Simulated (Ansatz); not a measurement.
Input of an Ansatz 0.2.0 run:

input.yaml

```yaml
crystal:
  lattice:
    - [-1.51435, 1.51435, 1.51435]
    - [1.51435, -1.51435, 1.51435]
    - [1.51435, 1.51435, -1.51435]
  atoms:
    - { symbol: V, position: [0.0, 0.0, 0.0], spin: 2.0 }
kpoints:
  mp_grid: { grid: [12, 12, 12] }
scf:
  occupations: { method: fermi_dirac, width: 0.05 }
hamiltonian:
  xc: lda
  pseudopotentials: { kind: all_electron, lapw: { basis_error: 0.001 } }
magnetization:
  spin_polarized: true
output:
  forces: true
  stress: true
relax:
  f_tol: 0.005
  max_steps: 60
  cell: {}
```

Potentials or basis: all-electron LAPW, scalar-relativistic.

Launch:

```sh
$ ansatz run input.yaml --threads 2 --pin off --max-ram 6144MiB --backend cpu --events-out ev --progress --plain --runs-dir out
```

(1) Predict the relaxed cell.

(2) What does it give for the absolute moment?

(3) Predict the relaxed volume.

(4) Predict the space group after relaxing (to 0.05 Å).

## Answers

(1) a = 2.532 Å, b = 2.532 Å, c = 2.532 Å, α = 109.47°, β = 109.47°, γ = 109.47°.

(2) 0.00 μB per cell.

(3) 12.49 Å³/atom.

(4) Im-3m (No. 229).

Caveat: the volume moved by -10 % from the deposited cell, more than functionals usually miss; the starting moments weren't kept.
